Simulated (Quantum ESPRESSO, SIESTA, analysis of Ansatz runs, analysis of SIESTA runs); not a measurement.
# LiCl (Fm-3m):V_Cl, a ladder of methods on one cell (SIESTA and Quantum ESPRESSO), part 3 of 6

Question: at which Fermi levels does V_Cl in LiCl (Fm-3m) change its charge, and how much of the answer depends on the basis, the mesh and the program? The model is a cell of 72 host atoms with 1 Cl taken out.

SIESTA and Quantum ESPRESSO ; SIESTA numerical-orbital DFT, PBEsol, DZP basis, PseudoDojo 0.4.1 potentials converted to PSML; charged supercells in a uniform background, point-charge correction with alignment at far sites.

So far. Step 2 (Band edges): The gap at this level is 6.65 eV. Step 3 (Relaxing each charge state): Against the host's sites the lattice moves most at charge −1 (0.35 Å); the smallest move among the states is 0.04 Å.

## 4. Corrections and levels

A charged cell interacts with its images and the background. The point-charge term, screened by the static dielectric constant, takes that out, and the potential far from the defect is aligned with the host's. Chemical potentials: Cl (Cl2 molecule) and Li (bcc), run alike.

By state, in eV; the first energy still holds the atoms taken out or put in:

| charge | moment (μB) | energy over the host, electrons at the valence top | point-charge term | potential shift at far sites | its spread | correction |
| --- | --- | --- | --- | --- | --- | --- |
| −1 | 0 | 454.098 | 0.166 | -0.008 | 0.027 | 0.174 |
| 0 | 1 | 449.451 | 0.000 | - | - | 0.000 |
| +1 | 0 | 444.951 | 0.166 | 0.019 | 0.024 | 0.185 |

Potentials at atomic sites for charge −1, some of the atoms; distances and the model charge refer to the site on which the defect was built:

```
atom  distance from that site (Å)  potential less the host's (eV)  point-charge model (eV)
Li38                        2.178                           0.713                    0.242
Cl30                        3.593                           0.055                    0.047
Cl61                        3.607                           0.058                    0.046
Li23                        4.355                          -0.072                   -0.002
Cl24                        5.049                           0.114                   -0.038
Li58                        5.642                          -0.077                   -0.064
Li50                        5.651                          -0.080                   -0.063
Li31                        5.659                          -0.021                   -0.026
 Cl6                        6.195                          -0.060                   -0.026
Cl65                        6.206                          -0.067                   -0.073
Cl49                        7.998                          -0.058                   -0.085
```

Over the charge states the far sites scatter by a standard deviation of up to 0.03 eV about the model once its mean shift is taken off, which is the uncertainty of the alignment.

Limit set by the element alone; other compounds of these elements are not counted. Chemical potentials from the elements' reference states: Cl 0.00 eV, Li -4.19 eV. Formation energy by charge state (Cl-rich; gap 6.65 eV):

| charge | at valence top (eV) | at conduction bottom (eV) | correction included (eV) |
| --- | --- | --- | --- |
| +1 | 0.69 | 7.34 | 0.19 |
| 0 | 5.00 | 5.00 | 0.00 |
| −1 | 9.83 | 3.18 | 0.17 |

```csv
Fermi level (eV),lowest formation energy (eV)
0.00,0.69
0.60,1.29
1.21,1.90
1.81,2.50
2.42,3.10
3.02,3.71
3.63,4.32
4.23,4.92
4.84,4.99
5.44,4.39
6.04,3.78
6.65,3.18
```

Limit set by the element alone; other compounds of these elements are not counted. Chemical potentials from the elements' reference states: Li 0.00 eV, Cl -4.19 eV. Formation energies (Li-rich), with the Fermi level at the valence top and at the conduction bottom (gap 6.65 eV):

| charge | at valence top (eV) | at conduction bottom (eV) | correction included (eV) |
| --- | --- | --- | --- |
| +1 | -3.50 | 3.14 | 0.19 |
| 0 | 0.81 | 0.81 | 0.00 |
| −1 | 5.63 | -1.02 | 0.17 |

Fermi level (eV), lowest formation energy (eV) and a bar from the least value:
```
     0.00      -3.50 
     0.60      -2.90 ####
     1.21      -2.30 ########
     1.81      -1.69 #############
     2.42      -1.09 #################
     3.02      -0.49 #####################
     3.63       0.12 #########################
     4.23       0.73 ##############################
     4.84       0.80 ##############################
     5.44       0.19 ##########################
     6.04      -0.41 ######################
     6.65      -1.02 #################
```

So at this level: (+1/0) at 4.31 eV (4.50 without the correction) and (0/−1) at 4.82 eV (4.65 without the correction), in a gap of 6.65 eV.

## 5. SIESTA, PBEsol, DZP, mesh 300 Ry, energy shift 0.02 Ry, with orbitals at the vacancy, k = ¼

The orbitals' energy shift goes from 0.005 to 0.02 Ry on the same structures. A larger shift confines the orbitals more: the run is cheaper, and the tails that carry anions and vacancy electrons are cut.

Contents of defect.fdf:

```
SystemName                      Li36Cl35
SystemLabel                     defect
NumberOfSpecies                 3
NumberOfAtoms                   72
%block ChemicalSpeciesLabel
  1    3 Li
  2   17 Cl
  3  -17 Cl_ghost
%endblock ChemicalSpeciesLabel
LatticeConstant                 1.0 Ang
%block LatticeVectors
     0.003948000     7.590525000     7.590525000
     7.590525000     0.003948000     7.590525000
    10.120700000    10.120700000     0.005264000
%endblock LatticeVectors
AtomicCoordinatesFormat         Fractional
%block AtomicCoordinatesAndAtomicSpecies
     0.002134228     0.001703995    -0.003823218  1
     0.166528438     0.166388454     0.125571435  2
    -0.001358754    -0.001565303     0.253445102  1
[... 35 atom lines left out ...]
     0.500053902     0.500088964     0.876629680  2
[... 5 atom lines left out ...]
     0.501021089     0.835278027     0.625028034  2
[... 1 atom line left out ...]
     0.501094108     0.833047372     0.875330736  2
[... 13 atom lines left out ...]
     0.835983896     0.500259893     0.624830625  2
[... 1 atom line left out ...]
     0.832831935     0.500755954     0.875718912  2
[... 5 atom lines left out ...]
     0.833227025     0.833389022     0.625994370  2
[... 2 atom lines left out ...]
     0.500000000     0.500000000     0.625000000  3
%endblock AtomicCoordinatesAndAtomicSpecies
%block kgrid.MonkhorstPack
    1   0   0  0.25
    0   1   0  0.25
    0   0   1  0.25
%endblock kgrid.MonkhorstPack
XC.Functional                   GGA
XC.Authors                      PBEsol
PAO.BasisSize                   DZP
PAO.EnergyShift                 0.02 Ry
Mesh.Cutoff                     300 Ry
%block PAO.PolarizationScheme
  Li non-perturbative
%endblock PAO.PolarizationScheme
NetCharge                       -1.0
OccupationFunction              FD
ElectronicTemperature           0.01 eV
MaxSCFIterations                150
SCF.MustConverge                true
SCF.Mixer.Method                Pulay
SCF.Mixer.Weight                0.2
SCF.Mixer.History               10
SCF.DM.Tolerance                1.0e-4
SCF.H.Tolerance                 1.0e-3 eV
WriteForces                     true
Charge.Mulliken                 end
SaveRho                         true
SaveElectrostaticPotential      true
Charge.Hirshfeld                end
Charge.Voronoi                  end
```

Run with:

```sh
> OMP_NUM_THREADS=1 siesta defect.fdf > defect.out
```

The program printed:

```text
Version         : 5.4.2

                           ***********************
                           *  WELCOME TO SIESTA  *
                           ***********************

[...]
reinit: Reading from file defect.fdf

reinit: -----------------------------------------------------------------------
reinit: System Name: Li36Cl35
reinit: -----------------------------------------------------------------------
reinit: System Label: defect
reinit: -----------------------------------------------------------------------

initatom: Reading input for the pseudopotentials and atomic orbitals ----------
Species number:   1 Atomic number:    3 Label: Li
Species number:   2 Atomic number:   17 Label: Cl
Species number:   3 Atomic number:  -17 Label: Cl_ghost (floating PAOs)

[... pseudopotential checks and orbital generation ...]

prinput: Basis input

PAO.BasisType split

%block ChemicalSpeciesLabel
    1    3 Li                      # Species index, atomic number, species label
    2   17 Cl                      # Species index, atomic number, species label
    3  -17 Cl_ghost                # Species index, atomic number, species label
%endblock ChemicalSpeciesLabel

%block PAO.Basis                 # Define Basis set
# WARNING: This information might be incomplete!
Li                    3                    # Species label, number of l-shells
 n=1   0   1                         # n, l, Nzeta
   2.258
   1.000
 n=2   0   2                         # n, l, Nzeta
   8.082      6.285
   1.000      1.000
 n=2   1   1                         # n, l, Nzeta
   8.082
   1.000
Cl                    2                    # Species label, number of l-shells
 n=3   0   2                         # n, l, Nzeta
   3.812      2.730
[...]
(Free)E + p*V (eV/cell)   -22697.7005
Target enthalpy (eV/cell)   -22690.8001
[...]
siesta: Final energy (eV):
siesta:  Band Struct. =   -7033.171539
siesta:       Kinetic =   10495.875813
siesta:       Hartree =    3677.315429
siesta:         Exch. =   -5425.534210
siesta:         Corr. =    -466.025754
siesta:   Exch.-corr. =   -5891.559963
siesta:  Ion-electron =  -18989.362773
siesta:       Ion-ion =  -11983.068618
siesta:         Total =  -22690.800112
siesta:         Fermi =      -1.848632
[...]
siesta: Atomic forces (eV/Ang):
siesta:      1    0.007891    0.000717   -0.001824
siesta:      2    0.000994   -0.000063    0.003002
siesta:      3   -0.001688   -0.006380    0.000760
[...]
siesta:     71   -0.000865    0.002017    0.014493
siesta:     72   -0.000212    0.000269   -0.000444
siesta: ----------------------------------------
siesta:    Tot    0.015753   -0.001129    0.061413
[...]
siesta: Stress tensor (static) (eV/Ang**3):
siesta:     0.005540    0.001372   -0.000127
siesta:     0.001372    0.005547   -0.000128
siesta:    -0.000127   -0.000128    0.006677
[...]
siesta: Cell volume =       1165.320042 Ang**3
[...]
siesta: Pressure (static):
siesta:                Solid            Molecule  Units
siesta:          -0.00006449         -0.00006603  Ry/Bohr**3
siesta:          -0.00592149         -0.00606257  eV/Ang**3
siesta:          -9.48728023         -9.71330356  kBar
[...]
mulliken: Qtot =      354.000

Mulliken Atomic Populations:
Atom #   charge [q] valence [e]  Species
     1    -0.354397    3.354397  Li
     2     0.330525    6.669475  Cl
     3    -0.353755    3.353755  Li
     4     0.328548    6.671452  Cl
     5    -0.382472    3.382472  Li
     6     0.326832    6.673168  Cl
[...]
68    -0.264406    3.264406  Li
    69     0.326793    6.673207  Cl
    70    -0.367137    3.367137  Li
    71     0.328600    6.671400  Cl
    72     7.098750   -0.098750  Cl_ghost
 Total     6.000000

[...]
Job completed
```

Wall time 1.7 min (1 MPI rank of Arm Neoverse V1, shared host); peak memory 0.74 GiB.

On the kept structures the largest force at this level is 0.10 eV/Å, so they are close to rest here too.

By state, in eV; the first energy still holds the atoms taken out or put in:

```csv
charge,moment (μB),"energy over the host, electrons at the valence top",point-charge term,potential shift at far sites,its spread,correction
−1,0,453.862,0.166,-0.022,0.027,0.188
0,1,449.117,0.000,-,-,0.000
+1,0,444.683,0.166,0.005,0.024,0.170
```

Against the first level the gap goes from 6.65 to 6.64 eV, and the level that moves most, (0/−1), from 4.82 to 4.93 eV.

## 6. SIESTA, PBEsol, DZP, mesh 300 Ry, energy shift 0.01 Ry, with orbitals at the vacancy, k = ¼

The orbitals' energy shift goes from 0.005 to 0.01 Ry on the same structures. A larger shift confines the orbitals more: the run is cheaper, and the tails that carry anions and vacancy electrons are cut.

Changes to defect.fdf since step 5:

```diff
@@ -43,3 +43,3 @@
 PAO.BasisSize                   DZP
-PAO.EnergyShift                 0.02 Ry
+PAO.EnergyShift                 0.01 Ry
 Mesh.Cutoff                     300 Ry
```

The program printed:

```text
Version         : 5.4.2

                           ***********************
                           *  WELCOME TO SIESTA  *
                           ***********************

[...]
reinit: Reading from file defect.fdf

reinit: -----------------------------------------------------------------------
reinit: System Name: Li36Cl35
reinit: -----------------------------------------------------------------------
reinit: System Label: defect
reinit: -----------------------------------------------------------------------

initatom: Reading input for the pseudopotentials and atomic orbitals ----------
Species number:   1 Atomic number:    3 Label: Li
Species number:   2 Atomic number:   17 Label: Cl
Species number:   3 Atomic number:  -17 Label: Cl_ghost (floating PAOs)

[... pseudopotential checks and orbital generation ...]

prinput: Basis input

PAO.BasisType split

%block ChemicalSpeciesLabel
    1    3 Li                      # Species index, atomic number, species label
    2   17 Cl                      # Species index, atomic number, species label
    3  -17 Cl_ghost                # Species index, atomic number, species label
%endblock ChemicalSpeciesLabel

%block PAO.Basis                 # Define Basis set
# WARNING: This information might be incomplete!
Li                    3                    # Species label, number of l-shells
 n=1   0   1                         # n, l, Nzeta
   2.452
   1.000
 n=2   0   2                         # n, l, Nzeta
   8.986      6.796
   1.000      1.000
 n=2   1   1                         # n, l, Nzeta
   8.986
   1.000
Cl                    2                    # Species label, number of l-shells
 n=3   0   2                         # n, l, Nzeta
   4.114      2.822
[...]
1   -0.005798   -0.011794    0.008310
     2    0.000464   -0.000597    0.005464
     3    0.010751    0.005993   -0.009755
[...]
71   -0.002102    0.000882    0.013422
    72   -0.000315    0.000474   -0.000569
   Tot    0.010299    0.000868    0.035875
   Max    0.038315
   Res    0.010520    sqrt( Sum f_i^2 / 3N )
   Max    0.038315    constrained
[...]
Stress tensor Voigt[x,y,z,yz,xz,xy] (kbar):        1.76        1.82        3.88       -0.06       -0.05        2.24
(Free)E + p*V (eV/cell)   -22705.8110
Target enthalpy (eV/cell)   -22704.0027
[...]
siesta: Final energy (eV):
siesta:  Band Struct. =   -7307.578833
siesta:       Kinetic =   10444.579906
siesta:       Hartree =    3659.961180
siesta:         Exch. =   -5418.832270
siesta:         Corr. =    -465.933402
siesta:   Exch.-corr. =   -5884.765672
siesta:  Ion-electron =  -19186.167892
siesta:       Ion-ion =  -11737.610247
siesta:         Total =  -22704.002725
siesta:         Fermi =      -3.345258
[...]
siesta: Stress tensor (static) (eV/Ang**3):
siesta:     0.001101    0.001395   -0.000034
siesta:     0.001395    0.001133   -0.000034
siesta:    -0.000034   -0.000034    0.002421
[...]
siesta: Cell volume =       1165.320042 Ang**3
[...]
siesta: Pressure (static):
siesta:                Solid            Molecule  Units
siesta:          -0.00001690         -0.00001856  Ry/Bohr**3
siesta:          -0.00155176         -0.00170410  eV/Ang**3
siesta:          -2.48618903         -2.73027217  kBar
[...]
mulliken: Qtot =      354.000

Mulliken Atomic Populations:
Atom #   charge [q] valence [e]  Species
     1    -0.009959    3.009959  Li
     2     0.012745    6.987255  Cl
     3    -0.009574    3.009574  Li
     4     0.012093    6.987907  Cl
     5    -0.060284    3.060284  Li
     6     0.011554    6.988446  Cl
[...]
68    -0.025148    3.025148  Li
    69     0.011545    6.988455  Cl
    70    -0.046862    3.046862  Li
    71     0.012028    6.987972  Cl
    72     7.062551   -0.062551  Cl_ghost
 Total     6.000000

[...]
Job completed
```

The job ended after 2.7 min (1 MPI rank; peak memory 0.94 GiB).

On the kept structures the largest force at this level is 0.05 eV/Å, so they are close to rest here too.

By state, in eV; the first energy still holds the atoms taken out or put in:

```csv
charge,moment (μB),"energy over the host, electrons at the valence top",point-charge term,potential shift at far sites,its spread,correction
−1,0,453.990,0.166,-0.015,0.027,0.181
0,1,449.327,0.000,-,-,0.000
+1,0,444.823,0.166,0.012,0.024,0.178
```

Against the first level the gap goes from 6.65 to 6.65 eV, and the level that moves most, (0/−1), from 4.82 to 4.84 eV.

## 7. SIESTA, PBEsol, DZP, mesh 300 Ry, energy shift 0.002 Ry, with orbitals at the vacancy, k = ¼

The orbitals' energy shift goes from 0.005 to 0.002 Ry on the same structures. A smaller shift lets the orbitals reach further, at a higher cost; if the levels stay, the first range was enough.

Changes to defect.fdf since step 6:

```diff
@@ -43,3 +43,3 @@
 PAO.BasisSize                   DZP
-PAO.EnergyShift                 0.01 Ry
+PAO.EnergyShift                 0.002 Ry
 Mesh.Cutoff                     300 Ry
```

The program printed:

```text
Version         : 5.4.2

                           ***********************
                           *  WELCOME TO SIESTA  *
                           ***********************

[...]
reinit: Reading from file defect.fdf

reinit: -----------------------------------------------------------------------
reinit: System Name: Li36Cl35
reinit: -----------------------------------------------------------------------
reinit: System Label: defect
reinit: -----------------------------------------------------------------------

initatom: Reading input for the pseudopotentials and atomic orbitals ----------
Species number:   1 Atomic number:    3 Label: Li
Species number:   2 Atomic number:   17 Label: Cl
Species number:   3 Atomic number:  -17 Label: Cl_ghost (floating PAOs)

[... pseudopotential checks and orbital generation ...]

prinput: Basis input

PAO.BasisType split

%block ChemicalSpeciesLabel
    1    3 Li                      # Species index, atomic number, species label
    2   17 Cl                      # Species index, atomic number, species label
    3  -17 Cl_ghost                # Species index, atomic number, species label
%endblock ChemicalSpeciesLabel

%block PAO.Basis                 # Define Basis set
# WARNING: This information might be incomplete!
Li                    3                    # Species label, number of l-shells
 n=1   0   1                         # n, l, Nzeta
   2.896
   1.000
 n=2   0   2                         # n, l, Nzeta
  11.044      7.710
   1.000      1.000
 n=2   1   1                         # n, l, Nzeta
  11.044
   1.000
Cl                    2                    # Species label, number of l-shells
 n=3   0   2                         # n, l, Nzeta
   4.810      2.952
[...]
1   -0.009363   -0.015112    0.011302
     2    0.000132   -0.001340    0.008269
     3    0.014094    0.009718   -0.013026
[...]
71   -0.004289    0.000813    0.016699
    72   -0.000109    0.000198   -0.000072
   Tot   -0.002412   -0.000550   -0.006513
   Max    0.031853
   Res    0.009665    sqrt( Sum f_i^2 / 3N )
   Max    0.031853    constrained
[...]
Stress tensor Voigt[x,y,z,yz,xz,xy] (kbar):       -0.84       -0.81        1.17       -0.13       -0.14        2.48
(Free)E + p*V (eV/cell)   -22715.3208
Target enthalpy (eV/cell)   -22715.4376
[...]
siesta: Final energy (eV):
siesta:  Band Struct. =   -7703.316175
siesta:       Kinetic =   10415.423116
siesta:       Hartree =    3648.450551
siesta:         Exch. =   -5415.674621
siesta:         Corr. =    -465.863188
siesta:   Exch.-corr. =   -5881.537809
siesta:  Ion-electron =  -19533.643366
siesta:       Ion-ion =  -11364.130115
siesta:         Total =  -22715.437624
siesta:         Fermi =      -3.397335
[...]
siesta: Stress tensor (static) (eV/Ang**3):
siesta:    -0.000525    0.001548   -0.000087
siesta:     0.001548   -0.000503   -0.000083
siesta:    -0.000087   -0.000083    0.000728
[...]
siesta: Cell volume =       1165.320042 Ang**3
[...]
siesta: Pressure (static):
siesta:                Solid            Molecule  Units
siesta:           0.00000109          0.00000139  Ry/Bohr**3
siesta:           0.00010023          0.00012791  eV/Ang**3
siesta:           0.16059225          0.20493799  kBar
[...]
mulliken: Qtot =      354.000

Mulliken Atomic Populations:
Atom #   charge [q] valence [e]  Species
     1     0.290330    2.709670  Li
     2    -0.292124    7.292124  Cl
     3     0.290584    2.709416  Li
     4    -0.288529    7.288529  Cl
     5     0.253344    2.746656  Li
     6    -0.288685    7.288685  Cl
[...]
68     0.195582    2.804418  Li
    69    -0.288528    7.288528  Cl
    70     0.246495    2.753505  Li
    71    -0.288583    7.288583  Cl
    72     7.091142   -0.091142  Cl_ghost
 Total     6.000000

[...]
Job completed
```

It took 6.5 min on 1 MPI rank; peak memory 1.4 GiB.

On the kept structures the largest force at this level is 0.06 eV/Å, so they are close to rest here too.

By state, in eV; the first energy still holds the atoms taken out or put in:

| charge | moment (μB) | energy over the host, electrons at the valence top | point-charge term | potential shift at far sites | its spread | correction |
| --- | --- | --- | --- | --- | --- | --- |
| −1 | 0 | 454.178 | 0.166 | -0.002 | 0.027 | 0.168 |
| 0 | 1 | 449.520 | 0.000 | - | - | 0.000 |
| +1 | 0 | 445.044 | 0.166 | 0.025 | 0.024 | 0.191 |

Against the first level the gap goes from 6.65 to 6.57 eV, and the level that moves most, (+1/0), from 4.31 to 4.28 eV.

(Part 3 of 6 ends here.)

[Logs are printed without paths, hosts, clocks, repeated set-up lines and the standing remarks that a program may print on its own settings, such as how far it seeks lower states.]

[Hosts, paths, dates, database ids (printed as entryN), source tags and the programs' standing remarks are cut or masked in the printed files.]

[For some hosts the program warned that the k-mesh of the response run may be too coarse for force constants and the static dielectric constant; such warnings are not shown here.]

[Charge tables in the logs are Mulliken or Hirshfeld populations, whose sizes and signs can differ; where basis functions stand at a vacancy, SIESTA counts their charge against the missing atom's valence.]

[In relaxation paths of CP2K, step 0 can be the structure after the first move, since the trajectory file begins there, and the last row can be the final structure solved once more.]
